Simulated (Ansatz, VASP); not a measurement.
# One calculation of ZnSe, two programs

```xyz
2
Lattice="0.0000 2.6067 2.6067 2.6067 0.0000 2.6067 2.6067 2.6067 0.0000" Properties=species:S:1:pos:R:3 pbc="T T T"
Zn    0.0000    0.0000    0.0000
Se    2.6067    2.6067    2.6067
```

Alike in both runs: functional LDA; k mesh 13 × 13 × 13; occupations fermi-dirac, width 0.1 eV; no spin polarisation.

Ansatz relaxed the structure, and its values are those at the end. VASP's run is a single point on that final structure, the one shown.

|  | VASP | Ansatz |
| --- | --- | --- |
| version | VASP 6.6.1 | Ansatz 0.2.0 |
| potentials or method | VASP PAW LDA potentials, release 64 (Zn, Se) | PAW with Ansatz's default frozen-core files, scalar-relativistic |
| plane-wave cutoff (eV) | 520 | 420 |
| valence electrons in the cell | 18 | 28 |

VASP gave:

```
pressure (GPa) : 0.5
```

Question: Which values does Ansatz return?

Answer: Pressure (GPa): 0.0.

The two sets of potentials don't hold the same shells in valence.
